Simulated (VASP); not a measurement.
A run of VASP 6.6.1:

Contents of INCAR:

```
  PREC = Accurate
  ENCUT = 520
  EDIFF = 1E-7
  ISMEAR = 0
  SIGMA = 0.02
  LREAL = False
  LASPH = True
  NELM = 60
  ALGO = Normal
  ISIF = 3
  LWAVE = False
  LCHARG = False
  GGA = PE
  IVDW = 12
  IBRION = 2
  NSW = 80
  EDIFFG = -0.002
  KPAR = 4
```

Contents of KPOINTS:

```
Automatic mesh
0
Gamma
  9 9 4
```

POSCAR

```
C
1.0
    2.4560000000      0.0000000000      0.0000000000
   -1.2280000000      2.1269583900      0.0000000000
    0.0000000000      0.0000000000      6.6960000000
C
4
Direct
    0.0000000000      0.0000000000      0.7500000000
    0.0000000000      0.0000000000      0.2500000000
    0.3333333300      0.6666666700      0.7500000000
    0.6666666700      0.3333333300      0.2500000000
```

Potentials or basis: VASP PAW PBE potentials, release 64 (C).

The run is started by

```console
$ cat potpaw_PBE.64/C/POTCAR > POTCAR
$ mpirun -np 4 vasp_std > vasp.out
```

Hardware: 4 MPI ranks on AMD EPYC 7R43 64-Core Processor (Zen 3), on a shared host.

**Question.** How long does it take, and how much memory?

**Answer.** It took 27 s on 4 MPI ranks on AMD EPYC 7R43 64-Core Processor (Zen 3), on a shared host, peak memory 0.13 GiB a rank. Counts: scf iterations 39, k points 36, ion steps 7.
